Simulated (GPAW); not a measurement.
# CdTe (F-43m) in GPAW: convergence with basis set

Aim: find how far basis set must go before the results for CdTe settle, at PBE. This setting moves, with any that are tied to it; all else stays.

Everything below comes from runs of GPAW 26.7.0. Logs are shortened: lines on timing, memory, paths and dates and some standing lists are left out, and cuts for length are marked. The log counts tension as positive stress, the text compression.

**1. Starting point**

The structure is cubic, space group F-43m (No. 216). Conventional cell: a = 6.410 Å, b = 6.410 Å, c = 6.410 Å, α = 90.00°, β = 90.00°, γ = 90.00°. Te (site symmetry -43m) is surrounded by 4 Cd at 2.78 Å. Cd (site symmetry -43m) has 4 Te at 2.78 Å as nearest neighbours.

**2. With basis set lcao:sz(dzp)**

File run.py:

```python
from ase.dft.bandgap import bandgap
from ase.io import read, write
from gpaw import GPAW

atoms = read('CdTe.xyz')

calc = GPAW(mode='lcao',
            h=0.16,
            basis='sz(dzp)',
            xc='PBE',
            kpts={'size': (7, 7, 7), 'gamma': True},
            occupations={'name': 'fermi-dirac', 'width': 0.05},
            convergence={'density': 1e-05, 'energy': 1e-05},
            maxiter=100,
            txt='gpaw.txt')
atoms.calc = calc
energy = atoms.get_potential_energy()
forces = atoms.get_forces()
calc.write('gs.gpw')
write('result.traj', atoms)
print(f'Energy: {energy:.6f} eV')
print('Forces (eV/A):')
print(forces.round(4))
print('Fermi level:', round(calc.get_fermi_level(), 4), 'eV')
print(f'Gap: {bandgap(calc)[0]:.4f} eV, direct: {bandgap(calc, direct=True)[0]:.4f} eV')
```

File CdTe.xyz:

```xyz
2
Lattice="0.0000000000 3.2050000000 3.2050000000 3.2050000000 0.0000000000 3.2050000000 3.2050000000 3.2050000000 0.0000000000" Properties=species:S:1:pos:R:3 pbc="T T T"
Te     4.8075000000      4.8075000000      4.8075000000
Cd     0.0000000000      0.0000000000      0.0000000000
```

Potentials or basis: GPAW PAW data sets (gpaw-data 1.2.1), lcao:sz(dzp).

On the command line:

```console
OMP_NUM_THREADS=1 python run.py
```

Run time: 22 s. Hardware: 1 thread of Arm Neoverse V2, shared host; peak memory 0.2 GiB.

What came out:

* Free energy: -3.6541 eV
* Band gap on the k mesh: 0.95 eV, direct

**3. With basis set lcao:szp(dzp)**

run.py, as its differences from that of step 2:

```diff
@@ -8,3 +8,3 @@
             h=0.16,
-            basis='sz(dzp)',
+            basis='szp(dzp)',
             xc='PBE',
```

CdTe.xyz is that of step 2.

Potentials or basis: GPAW PAW data sets (gpaw-data 1.2.1), lcao:szp(dzp).

On the command line:

```console
OMP_NUM_THREADS=1 python run.py
```

Run time: 44 s. Hardware: 1 thread of Arm Neoverse V2, shared host; peak memory 0.21 GiB.

What came out:

```yaml
Free_energy: -3.9268 eV
Band_gap_on_the_k_mesh: 0.93 eV, direct
```

**4. With basis set lcao:dz(dzp)**

run.py, as its differences from that of step 3:

```diff
@@ -8,3 +8,3 @@
             h=0.16,
-            basis='szp(dzp)',
+            basis='dz(dzp)',
             xc='PBE',
```

CdTe.xyz is that of step 3.

Potentials or basis: GPAW PAW data sets (gpaw-data 1.2.1), lcao:dz(dzp).

On the command line:

```console
OMP_NUM_THREADS=1 python run.py
```

Wall time 34 s (1 thread of Arm Neoverse V2, shared host); peak memory 0.21 GiB.

What came out:

```yaml
Free_energy: -4.0966 eV
Band_gap_on_the_k_mesh: 0.92 eV, direct
```

**5. With basis set lcao:dzp**

run.py, as its differences from that of step 4:

```diff
@@ -8,3 +8,3 @@
             h=0.16,
-            basis='dz(dzp)',
+            basis='dzp',
             xc='PBE',
```

CdTe.xyz is that of step 4.

Potentials or basis: GPAW PAW data sets (gpaw-data 1.2.1), lcao:dzp.

On the command line:

```console
OMP_NUM_THREADS=1 python run.py
```

Wall time 58 s (1 thread of Arm Neoverse V2, shared host); peak memory 0.22 GiB.

The run converged. Its results:

* Free energy: -4.2504 eV
* Band gap on the k mesh: 0.91 eV, direct

**6. With basis set fd**

run.py, as its differences from that of step 5:

```diff
@@ -6,5 +6,4 @@
 
-calc = GPAW(mode='lcao',
+calc = GPAW(mode='fd',
             h=0.16,
-            basis='dzp',
             xc='PBE',
@@ -12,2 +11,3 @@
             occupations={'name': 'fermi-dirac', 'width': 0.05},
+            nbands=18,
             convergence={'density': 1e-05, 'energy': 1e-05},
```

CdTe.xyz is that of step 5.

Potentials or basis: GPAW PAW data sets (gpaw-data 1.2.1), fd.

On the command line:

```console
OMP_NUM_THREADS=1 python run.py
```

Wall time 35 s (1 thread of Arm Neoverse V2, shared host); peak memory 0.3 GiB.

Results (log left out):

```
Free energy            : -5.0395 eV
Band gap on the k mesh : 0.87 eV, direct
```

**7. With basis set pw**

run.py, as its differences from that of step 6:

```diff
@@ -2,3 +2,4 @@
 from ase.io import read, write
-from gpaw import GPAW
+from ase.units import GPa
+from gpaw import GPAW, PW
 
@@ -6,4 +7,3 @@
 
-calc = GPAW(mode='fd',
-            h=0.16,
+calc = GPAW(mode=PW(600),
             xc='PBE',
@@ -18,2 +18,3 @@
 forces = atoms.get_forces()
+stress = atoms.get_stress()
 calc.write('gs.gpw')
@@ -23,2 +24,3 @@
 print(forces.round(4))
+print('Stress (GPa):', (stress / GPa).round(3))
 print('Fermi level:', round(calc.get_fermi_level(), 4), 'eV')
```

CdTe.xyz is that of step 6.

Potentials or basis: GPAW PAW data sets (gpaw-data 1.2.1), pw.

On the command line:

```console
OMP_NUM_THREADS=1 python run.py
```

gpaw.txt:

```text
__  _  _
 | _ |_)|_||  |
 |__||  | ||/\| - 26.7.0

Input parameters:
  mode=PW(ecut=600.0),
  convergence={'density': 1e-05, 'energy': 1e-05},
  kpts=MonkhorstPack(size=(7, 7, 7), gamma=True),
  maxiter=100,
  nbands=18,
  occupations=Occupations(name='fermi-dirac', width=0.05),
  xc=XC(name='PBE')

Diagonalizing LCAO Hamiltonian
Converting LCAO to pw mode

                      Te

       Cd

Atoms  # Å, Bohr magnetons
|   | symbol |        x |        y |        z |    initial magnetic moments |
|---|--------|----------|----------|----------|-----------------------------|
| 0 |     Te | 4.807500 | 4.807500 | 4.807500 | ( 0.0000,  0.0000,  0.0000) |
| 1 |     Cd | 0.000000 | 0.000000 | 0.000000 | ( 0.0000,  0.0000,  0.0000) |

Unit cell  # Å
| periodic |        x |        y |        z |  lengths |    angles |
|----------|----------|----------|----------|----------|-----------|
|      yes | 0.000000 | 3.205000 | 3.205000 | 4.532554 | 60.000000 |
|      yes | 3.205000 | 0.000000 | 3.205000 | 4.532554 | 60.000000 |
|      yes | 3.205000 | 3.205000 | 0.000000 | 4.532554 | 60.000000 |

Number of symmetries: 24
Symmetry operations  # r_c * U_cc + t_c -> r_c
|    | kind |            matrix            |
|----|------|------------------------------|
|  0 |  E   |  1, 0, 0,  0, 1, 0,  0, 0, 1 |
|  1 |  σ   |  1, 0, 0,  0, 0, 1,  0, 1, 0 |
|  2 |  σ   |  1, 0,-1,  0, 1,-1,  0, 0,-1 |
|  3 |  C3  |  1, 0,-1,  0, 0,-1,  0, 1,-1 |
|  4 |  C3  |  1,-1, 0,  0,-1, 1,  0,-1, 0 |
|  5 |  σ   |  1,-1, 0,  0,-1, 0,  0,-1, 1 |
|  6 |  σ   |  0, 1, 0,  1, 0, 0,  0, 0, 1 |
|  7 |  C3  |  0, 1, 0,  0, 0, 1,  1, 0, 0 |
|  8 |  C2  |  0, 1,-1,  1, 0,-1,  0, 0,-1 |
|  9 |  S4  |  0, 1,-1,  0, 0,-1,  1, 0,-1 |
| 10 |  C3  |  0, 0, 1,  1, 0, 0,  0, 1, 0 |
| 11 |  σ   |  0, 0, 1,  0, 1, 0,  1, 0, 0 |
| 12 |  S4  |  0, 0,-1,  1, 0,-1,  0, 1,-1 |
| 13 |  C3  |  0, 0,-1,  0, 1,-1,  1, 0,-1 |
| 14 |  S4  |  0,-1, 1,  1,-1, 0,  0,-1, 0 |
| 15 |  C2  |  0,-1, 1,  0,-1, 0,  1,-1, 0 |
| 16 |  C3  |  0,-1, 0,  1,-1, 0,  0,-1, 1 |
| 17 |  S4  |  0,-1, 0,  0,-1, 1,  1,-1, 0 |
| 18 |  S4  | -1, 1, 0, -1, 0, 1, -1, 0, 0 |
| 19 |  C3  | -1, 1, 0, -1, 0, 0, -1, 0, 1 |
| 20 |  C3  | -1, 0, 1, -1, 1, 0, -1, 0, 0 |
| 21 |  S4  | -1, 0, 1, -1, 0, 0, -1, 1, 0 |
[... 100 lines left out ...]

eigensolver:
  PPCG
  Converge bands: occupied
  niter=2

density mixing:
  MSR1-Mixer
  Pratt-step length: 0.05
  Maximum mixing coefficient: 0.75
  Old densities: 10
  SVD Regularization: 0.005
  Good broyden scale: 1.0
  Trust region scale: 1.0
  Backstep threshold: 4.0
  History deletion threshold: 6.0
  Fourier metric: weight=20.0, sigma=0.015

occupation numbers:
  Fermi-Dirac:
    width: 0.0500  # eV

poisson solver:
  ecut: 4800.0  # eV

xc functional:
[... 9 lines left out ...]
|iter     | |      energy | eigst |  dens |
|---------|-|-------------|-------|-------|
|iter:   1| |   -5.224094 | -0.35 |       |
|iter:   2| |   -5.180483 | -2.35 | -1.25 |
|iter:   3| |   -5.012910 | -1.76 | -1.30 |
|iter:   4| |   -5.011877 | -3.30 | -1.78 |
|iter:   5| |   -5.011535 | -3.79 | -2.23 |
|iter:   6| |   -5.011575 | -5.47 | -2.93 |
|iter:   7| |   -5.011579c| -6.69 | -3.55 |
|iter:   8| |   -5.011579c| -7.82c| -4.44 |
|iter:   9| |   -5.011579c| -8.39c| -5.29c|

Converged in 9 steps
Energy contributions relative to reference atoms: (reference = -336963.801770)

Energy contributions:
  Kinetic:          22.188501
  Coulomb:         -20.046611
  Zero:              0.257853
  External:          0.000000
  Xc:               -7.411321
  Entropy:          -0.000002
  Spinorbit:         0.000000
  ----------------------------
  Free energy:      -5.011580
  Extrapolated:     -5.011579

dipole moment: (-16.516115, -16.516115, -16.516115)  # |e|*Ang

Fermi level: 4.553
Eigenvalues  # (at kpt = [0.000, 0.000, 0.000])
| band index |      eig [eV] | occ [0-2] |
|------------|---------------|-----------|
|          0 |        -7.269 |     2.000 |
|          1 |        -4.271 |     2.000 |
|          2 |        -4.271 |     2.000 |
|          3 |        -4.271 |     2.000 |
|          4 |        -3.983 |     2.000 |
|          5 |        -3.983 |     2.000 |
[... 10 lines left out ...]
|         16 |        14.187 |     0.000 |
|         17 |        14.187 |     0.000 |

Gap: 0.871 eV
Transition (v -> c):
  (s=0, k=0, n=8, [0.00, 0.00, 0.00]) -> (s=0, k=0, n=9, [0.00, 0.00, 0.00])
No difference between direct/indirect transitions

Forces  # eV/Ang
|        x |        y |        z |
|----------|----------|----------|
|  0.00000 | -0.00000 | -0.00000 |  # Te   0
| -0.00000 |  0.00000 | -0.00000 |  # Cd   1

Stress tensor  # eV/Ang^3
|         x |         y |         z |
|-----------|-----------|-----------|
| -0.023806 |  0.000000 |  0.000000 |
|  0.000000 | -0.023806 |  0.000000 |
|  0.000000 |  0.000000 | -0.023806 |

# Writing to gs.gpw (mode='')
```

stdout:

```text
Energy: -5.011579 eV
Forces (eV/A):
[[ 0. -0. -0.]
 [-0.  0. -0.]]
Stress (GPa): [-3.814 -3.814 -3.814  0.     0.     0.   ]
Fermi level: 4.5534 eV
Gap: 0.8713 eV, direct: 0.8713 eV
```

It took 14 s on 1 thread of Arm Neoverse V2, shared host; peak memory 0.17 GiB.

Results:

| Property | Result |
| --- | --- |
| Free energy | -5.0116 eV |
| Pressure | 3.8 GPa |
| Band gap on the k mesh | 0.87 eV, direct |

**8. Result**

```csv
basis set,"energy less the tightest run, at zero smearing (meV/atom)",gap on the mesh (eV),SCF cycles,CPU time (s),peak memory (GiB)
lcao:sz(dzp),678.75,0.952,7,22,0.2
lcao:szp(dzp),542.40,0.934,8,44,0.21
lcao:dz(dzp),457.47,0.917,8,34,0.21
lcao:dzp,380.59,0.905,8,58,0.22
fd,-13.95,0.873,10,35,0.3
pw,0.00,0.871,9,14,0.17
```

Against the tightest run, the gap on the mesh stays within 0.01 eV from fd on. Not settled before the last step: the energy (to 1 meV/atom). The tightest run that finished is the yardstick and may itself not be fully converged.

Caveats: spin-orbit coupling is left out, which moves the levels of the heavy elements.
